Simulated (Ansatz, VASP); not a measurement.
## One calculation of C, two programs

```xyz
1
Lattice="2.0012 0.0000 0.0000 -1.0006 1.7331 0.0000 0.0000 0.0000 1.5788" Properties=species:S:1:pos:R:3 pbc="T T T"
C     0.0000    0.0000    0.0000
```

Alike in both runs: functional PBEsol; k mesh 33 × 33 × 34; occupations gaussian, width 0.1 eV; no spin polarisation.

Ansatz relaxed the structure, and its values are those at the end. VASP's run is a single point on that final structure, the one shown.

|  | VASP | Ansatz |
| --- | --- | --- |
| version | VASP 6.6.1 | Ansatz 0.2.0 |
| potentials or method | VASP PAW PBE potentials, release 64 (C) | scalar-relativistic, plane waves, PAW |
| plane-wave cutoff (eV) | 520 | 420 |
| valence electrons in the cell | 4 | 4 |

```csv
,VASP,Ansatz,Ansatz less VASP
gap on the k mesh at the Fermi level (eV),none,none,-
pressure (GPa),0.7,0.0,-0.69
```

A gap of «none» marks a metal or a gap that the smearing closes. The functional is the same, so the differences come from potentials, cutoffs and numerics.

Caveats: the PAW data sets were made with another functional, which shifts forces and pressure a little (VASP).
